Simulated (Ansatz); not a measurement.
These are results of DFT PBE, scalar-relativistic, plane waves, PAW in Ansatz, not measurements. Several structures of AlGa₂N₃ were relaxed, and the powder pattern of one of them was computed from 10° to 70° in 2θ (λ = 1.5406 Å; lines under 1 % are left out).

Cu Kα1 powder pattern (kinematic, no thermal factors).
```json
{"2θ (°)": "11.34", "relative intensity": "23"}
{"2θ (°)": "22.80", "relative intensity": "7"}
{"2θ (°)": "32.46", "relative intensity": "7"}
{"2θ (°)": "34.49", "relative intensity": "31"}
{"2θ (°)": "34.49", "relative intensity": "100"}
{"2θ (°)": "40.04", "relative intensity": "39"}
{"2θ (°)": "48.09", "relative intensity": "5"}
{"2θ (°)": "57.91", "relative intensity": "29"}
{"2θ (°)": "57.91", "relative intensity": "27"}
{"2θ (°)": "59.23", "relative intensity": "2"}
{"2θ (°)": "63.06", "relative intensity": "2"}
{"2θ (°)": "69.18", "relative intensity": "12"}
{"2θ (°)": "69.18", "relative intensity": "23"}
{"2θ (°)": "69.18", "relative intensity": "12"}
```

Question: Which structure gives it?
A.

Space group I4/mmm (No. 139). a = 2.972 Å, b = 2.972 Å, c = 12.642 Å, α = 90.00°, β = 90.00°, γ = 90.00°
```csv
atom,site,symmetry,x,y,z
Al,2a,4/mmm,0.0000,0.0000,0.0000
Ga,4e,4mm,0.5000,0.5000,0.1658
N,4e,4mm,0.0000,0.0000,0.1633
N,2b,4/mmm,0.5000,0.5000,0.0000
```

B.

Space group P3m1 (No. 156). a = 3.182 Å, b = 3.182 Å, c = 7.795 Å, α = 90.00°, β = 90.00°, γ = 120.00°
```csv
atom,site,symmetry,x,y,z
Al,1a,3m.,0.0000,0.0000,0.3331
Ga,1b,3m.,0.3333,0.6667,0.0028
Ga,1c,3m.,0.6667,0.3333,0.6641
N,1c,3m.,0.6667,0.3333,0.9163
N,1a,3m.,0.0000,0.0000,0.5768
N,1b,3m.,0.3333,0.6667,0.2570
```

C.

Space group P-3m1 (No. 164). a = 2.972 Å, b = 2.972 Å, c = 7.286 Å, α = 90.00°, β = 90.00°, γ = 120.00°
```json
{"atom": "Al", "site": "1a", "symmetry": "-3m.", "x": "0.0000", "y": "0.0000", "z": "0.0000"}
{"atom": "Ga", "site": "2d", "symmetry": "3m.", "x": "0.3333", "y": "0.6667", "z": "0.6700"}
{"atom": "N", "site": "2d", "symmetry": "3m.", "x": "0.6667", "y": "0.3333", "z": "0.8425"}
{"atom": "N", "site": "1b", "symmetry": "-3m.", "x": "0.0000", "y": "0.0000", "z": "0.5000"}
```

Answer: B. Its strongest line, at 2θ = 34.49°, has d = λ/(2 sin θ) = 2.598 Å and is the (1 0 1) reflection of the conventional P3m1 cell with a = 3.182 Å, c = 7.795 Å. The others have their strongest lines at 37.0° (A); 43.0° (C).

The cells needn't be stable.
